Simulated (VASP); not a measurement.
Set up this calculation in VASP 6.6.1, as the native input.

```
Task                   : relaxation of cell and atoms
Functional             : LDA
Potentials or basis    : VASP PAW LDA potentials, release 64 (Sn_d, S)
Cutoff                 : 600 eV
k mesh                 : 9 × 9 × 5
Occupations            : gaussian, width 0.03 eV
Spin                   : no spin polarisation
Target pressure        : 9.78 GPa
Further INCAR settings : ALGO = Normal; EDIFF = 1e-06; IBRION = 2; EDIFFG = -0.01; NSW = 90; ISIF = 3
Target pressure        : 9.78 GPa
```

The structure of SnS2 (Berndtite-2T) lies in POSCAR:

```
SnS2
1.0
    3.6390000000      0.0000000000      0.0000000000
   -1.8195000000      3.1514664444      0.0000000000
    0.0000000000      0.0000000000      5.8680000000
Sn S
1 2
Direct
    0.0000000000      0.0000000000      0.0000000000
    0.3333333333      0.6666666667      0.2500000000
    0.6666666667      0.3333333333      0.7500000000
```

One way to write it, as run:

INCAR

```
ALGO = Normal
EDIFF = 1E-6
EDIFFG = -0.01
ENCUT = 600
GGA = CA
IBRION = 2
ISIF = 3
ISMEAR = 0
LASPH = True
LCHARG = False
LREAL = False
LWAVE = False
NELM = 80
NSW = 90
PREC = Accurate
PSTRESS = 97.8
SIGMA = 0.03
```

KPOINTS

```
k-points
0
Gamma
  9 9 5
```

Potentials or basis: VASP PAW LDA potentials, release 64 (Sn_d, S).

Launch:

```bash
$ cat potpaw_LDA.64/Sn_d/POTCAR potpaw_LDA.64/S/POTCAR > POTCAR
$ mpirun -np 1 vasp_std > vasp.out
```

Results of the run:

```json
{
  "Relaxed volume": "18.56 Å³/atom",
  "Relaxed cell": "a = 3.549 Å, b = 3.549 Å, c = 5.107 Å, α = 90.00°, β = 90.00°, γ = 120.00°",
  "Space group after relaxing (to 0.05 Å)": "P-3m1 (No. 164)",
  "Energy change on relaxing (the enthalpy is what falls)": "+72.7 meV/atom",
  "Ionic steps": "19",
  "Pressure after relaxing": "9.7 GPa",
  "Band gap on the k mesh": "0.25 eV, indirect (least direct gap 1.45 eV)"
}
```

Caveat: the cell is relaxed towards a set pressure, so the enthalpy falls and the energy may rise; the volume moved by over 15 % at a fixed basis, so the end points are rough; spin-orbit coupling is left out, which moves the levels of the heavy elements; an odd mesh through Γ misses points on the zone boundary, where band edges often lie.

It took 7.6 min on 1 thread of Intel(R) Xeon(R) 6975P-C (Granite Rapids), with other jobs on the host, peak memory 0.22 GiB.
